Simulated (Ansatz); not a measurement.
## ZnS: comparing deformations

These are results of DFT r2SCAN, scalar-relativistic, plane waves, PAW in Ansatz, not measurements. Settings: plane waves to 500 eV, k-mesh 8×8×8 (Γ-centred), Gaussian smearing 0.05 eV. No spin polarisation. Energies are free energies at this smearing, counted from the undisturbed cell; pressure is positive in compression.

The starting cell (as given, not relaxed at this level; it stands at -0.9 GPa):

```
Zn S
1.0
     0.00000    2.70465    2.70465
     2.70465    0.00000    2.70465
     2.70465    2.70465    0.00000
Zn S
1 1
Direct
  0.00000 0.00000 0.00000
  0.75000 0.75000 0.75000
```

The cell is strained by ε times a Voigt pattern (xx, yy, zz, yz, xz, xy; engineering shear) with fractional coordinates fixed. τ = (1/V0) dE/dε comes from the stress tensor. Of each scan, only the three points used here are listed.

| pattern | ε | τ (GPa) |
| --- | --- | --- |
| (1, 1, 0, 0, 0, 0) | -0.0150 | -3.49 |
| (1, 1, 0, 0, 0, 0) | 0.0000 | 1.72 |
| (1, 1, 0, 0, 0, 0) | 0.0150 | 6.43 |
| (0, 0, 1, 0, 0, 0) | -0.0150 | -0.73 |
| (0, 0, 1, 0, 0, 0) | 0.0000 | 0.86 |
| (0, 0, 1, 0, 0, 0) | 0.0150 | 2.39 |
| (1, -1, 0, 0, 0, 0) | -0.0050 | -0.43 |
| (1, -1, 0, 0, 0, 0) | 0.0000 | 0.00 |
| (1, -1, 0, 0, 0, 0) | 0.0050 | 0.43 |
| (1, 0, 0, 0, 0, 0) | -0.0250 | -1.81 |
| (1, 0, 0, 0, 0, 0) | 0.0000 | 0.86 |
| (1, 0, 0, 0, 0, 0) | 0.0250 | 3.39 |

Q: Which constants do the scans give, and which deformation costs least for the same size of strain tensor?

A: The slope dτ/dε at zero (parabola through three points) is pᵀCp: (1, 1, 0, 0, 0, 0) gives 2(C11 + C12) = 331 GPa; (0, 0, 1, 0, 0, 0) gives C11 = 104 GPa; (1, -1, 0, 0, 0, 0) gives 2(C11 − C12) = 86 GPa; (1, 0, 0, 0, 0, 0) gives C11 = 104 GPa. The size of the strain tensor, ε:ε, is ε² times 2.0, 1.0, 2.0, 1.0. Per unit of it the stiffnesses are 165, 104, 43, 104 GPa, so (1, -1, 0, 0, 0, 0) is the softest of these: at ε:ε = (1 %)² the quadratic term costs 0.26 meV/atom against 1.02 for the stiffest.

Q: What else follows for this cubic crystal?

A: From the unrounded slopes C11 = 104.0 and C12 = 61.4 GPa, so B = (C11 + 2 C12)/3 = 76 GPa and the Poisson ratio for a pull along a cube edge is C12/(C11 + C12) = 0.37. Symmetry also asks 2(C11 − C12) = 85 GPa, against 86 from its own scan.